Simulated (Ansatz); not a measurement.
**Structure relaxation of Cl**

Method: DFT PBE, scalar-relativistic, plane waves, PAW (Ansatz). Cutoff 420 eV, Γ-centred k mesh, Gaussian smearing, no spin polarisation in the final step.

The start puts Cl on the alpha-boron structure type (R-3m, No. 166), at a guessed volume.

```
CELL_PARAMETERS angstrom
3.94716 2.27890 6.73150
-3.94716 2.27890 6.73150
0.00000 -4.55779 6.73150
ATOMIC_POSITIONS crystal
Cl 0.01019 0.65361 0.01019
Cl 0.01019 0.01019 0.65361
Cl 0.65361 0.01019 0.01019
Cl 0.98981 0.34639 0.98981
Cl 0.34639 0.98981 0.98981
Cl 0.98981 0.98981 0.34639
Cl 0.22118 0.63060 0.22118
Cl 0.22118 0.22118 0.63060
Cl 0.63060 0.22118 0.22118
Cl 0.77882 0.36940 0.77882
Cl 0.36940 0.77882 0.77882
Cl 0.77882 0.77882 0.36940
```

Cell and atoms relax at zero pressure; the relaxation can't lower the symmetry of the start. After a coarse first stage the cell is made exact in the group found at 0.06 Å.

Energies count from the standard state of Cl at the same level (the diatomic molecule).

Question: What does it relax into?

Answer: It keeps R-3m (No. 166), but not the shape of the type it started on. Conventional cell: a = 7.302 Å, c = 25.793 Å. Around Cl on Wyckoff site h (6 atoms of the primitive cell) lie 1 Cl at 2.01 Å; Cl on Wyckoff site h (6 atoms of the primitive cell) has 4 Cl at 2.67–2.69 Å.

```cif
data_structure
_symmetry_space_group_name_H-M 'R-3m:H'
_symmetry_Int_Tables_number 166
_cell_length_a 7.3024
_cell_length_b 7.3024
_cell_length_c 25.7928
_cell_angle_alpha 90.000
_cell_angle_beta 90.000
_cell_angle_gamma 120.000
_cell_volume 1191.14
loop_
_atom_site_label
_atom_site_type_symbol
_atom_site_symmetry_multiplicity
_atom_site_Wyckoff_symbol
_atom_site_fract_x
_atom_site_fract_y
_atom_site_fract_z
_atom_site_occupancy
Cl1 Cl 18 h 0.16957 0.83043 0.87221 1
Cl2 Cl 18 h 0.21060 0.78940 0.99792 1
```

Question: What are its volume, energy, density and gap?

Answer: The volume per atom is 33.1 Å³ and the density is 1.8 g/cm³. The energy over the standard structure is 0.19 eV/atom and the gap on the 6×6×6 mesh is 0 eV (a metal).

The final run used a 6×6×6 mesh on its 12-atom cell and 0.10 eV smearing. The k mesh leaves about 4 meV/atom of noise in metals. Weakly bound directions are ill-defined at this level, which has no dispersion term. A structure relaxed within its symmetry needn't be a true minimum. The steps took of the order of 7 core-minutes in all.